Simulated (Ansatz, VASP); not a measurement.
## H6C2O in VASP and in Ansatz

```
CELL_PARAMETERS angstrom
7.29363 0.00000 0.00000
0.00000 7.29363 0.00000
0.00000 0.00000 7.29363
ATOMIC_POSITIONS crystal
C 0.33280 0.30015 0.66786
C 0.36080 0.43524 0.82331
C 0.92920 0.88790 0.01952
C 0.84642 0.83924 0.83619
C 0.81987 0.51716 0.43978
C 0.86719 0.35833 0.31425
C 0.29363 0.86323 0.37670
C 0.42706 0.91762 0.22634
O 0.24196 0.58994 0.79887
O 0.66828 0.92682 0.82320
O 0.70305 0.25466 0.28342
O 0.41330 0.79584 0.07218
H 0.27047 0.67219 0.90189
H 0.33290 0.36841 0.95666
H 0.50570 0.48022 0.82705
H 0.42268 0.18101 0.68914
H 0.18982 0.25255 0.66345
H 0.36727 0.36095 0.53417
H 0.62602 0.91708 0.69730
H 0.93438 0.88698 0.72315
H 0.83160 0.68964 0.82327
H 0.05981 0.81628 0.03760
H 0.95642 0.03582 0.03003
H 0.83853 0.84593 0.13217
H 0.72640 0.16795 0.18576
H 0.92331 0.40989 0.18304
H 0.97361 0.27100 0.37839
H 0.94356 0.59574 0.47426
H 0.71964 0.60826 0.37340
H 0.75928 0.46598 0.56809
H 0.50442 0.83919 0.98156
H 0.40156 0.06035 0.18270
H 0.56846 0.91243 0.28117
H 0.30745 0.95887 0.49259
H 0.15102 0.87076 0.32916
H 0.31936 0.72377 0.42755
```

Alike in both runs: functional PBE; dispersion D3(BJ); k mesh 1 × 1 × 1; occupations fermi-dirac, width 0.02 eV; no spin polarisation.

Ansatz relaxed the structure, and its values are those at the end. VASP's run is a single point on that final structure, the one shown.

```csv
,VASP,Ansatz
version,VASP 6.6.1,Ansatz 0.2.0
potentials or method,"VASP PAW PBE potentials, release 64 (C, O, H)","scalar-relativistic, plane waves, PAW"
plane-wave cutoff (eV),520,420
valence electrons in the cell,80,80
```

```tsv
	VASP	Ansatz	Ansatz less VASP
rms of the force components (eV/Å)	0.048	0.045	-0.0023
dispersion energy (meV/atom)	-35.9	-35.9	-0.01
```
